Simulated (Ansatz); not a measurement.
TlBr (Pm-3m) from LDA to hybrids

All numbers come from Ansatz. Non-magnetic throughout; all numbers are computed.

The cell is TlBr (Pm-3m) from a database structure; cell and atoms were relaxed with r2SCAN+rVV10. Around Tl lie 8 Br at 3.42 Å; around Br lie 8 Tl at 3.42 Å.

Space group Pm-3m (No. 221). a = 3.945 Å, b = 3.945 Å, c = 3.945 Å, α = 90.00°, β = 90.00°, γ = 90.00°

| atom | site | symmetry | x | y | z |
| --- | --- | --- | --- | --- | --- |
| Tl | 1a | m-3m | 0.0000 | 0.0000 | 0.0000 |
| Br | 1b | m-3m | 0.5000 | 0.5000 | 0.5000 |

Band edges at fixed r2SCAN+rVV10 geometry:
```csv
level,k mesh,gap (eV),kind,edges,least direct gap (eV)
LDA,6×6×6,1.60,direct,X,1.60
PBE,6×6×6,1.78,direct,X,1.78
PBE+SOC,6×6×6,1.13,indirect,X → R,1.58
r2SCAN,6×6×6,2.23,direct,X,2.23
r2SCANh,4×4×4,2.69,direct,X,2.69
HSE06,4×4×4,2.46,direct,X,2.46
HSE06+SOC,4×4×4,1.77,indirect,X → R,2.25
DDH-PBE0,4×4×4,2.61,direct,X,2.61
PBE0,4×4×4,3.09,direct,X,3.09
Hartree-Fock,4×4×4,7.62,direct,X,7.62
"G0W0@PBE (183 empty bands, 120 eV, 4×4×4)",4×4×4,2.74,–,X (mesh),–
"G0W0@PBE (454 empty bands, 220 eV, 4×4×4)",4×4×4,2.89,–,X (mesh),–
```
PBE: smearing of 0.02 eV; the others have fixed occupations.
Wave cutoffs: 420 eV, 500 eV (r2SCAN, r2SCANh).
The G0W0 gap is PBE's gap over the path plus the quasiparticle shift read on the mesh. G0W0 values are finite-basis, finite-mesh values.

HSE06 gives a direct gap of 2.46 eV at X. Spin-orbit coupling changes the PBE gap by -0.65 eV, to 1.13 eV, and turns it indirect; at Γ the threefold valence level splits into a fourfold and a twofold level 0.56 eV apart, the fourfold one on top. Spin-orbit coupling changes the HSE06 gap by -0.69 eV, to 1.77 eV, and turns it indirect; at Γ the threefold valence level splits into a fourfold and a twofold level 0.60 eV apart, the fourfold one on top.

r2SCAN covers 66 % of the step from PBE to HSE06. For gaps to 0.1 eV, spin-orbit coupling (up to 0.69 eV here) has to be included. The levels disagree on the kind of gap: direct with LDA, PBE, r2SCAN, r2SCANh, HSE06, DDH-PBE0, PBE0, Hartree-Fock; indirect with PBE+SOC, HSE06+SOC.

r2SCAN (ground state on 6×6×6): The clamped-ion dielectric constant comes out as 5.67 in all directions. Born charges, averaged over directions: Tl +2.12, Br -2.12 e. PBE (ground state on 6×6×6): The electronic dielectric tensor ε∞ is 6.22 in all directions. Born charges, averaged over directions: Tl +2.14, Br -2.14 e.

Only the levels marked +SOC include spin-orbit coupling.

The meshes of the hybrids are coarse, so their gaps aren't converged to the digits shown.

With a shallow d shell on the cation, G0W0 converges slowly in bands and cutoff, so these values are in doubt.
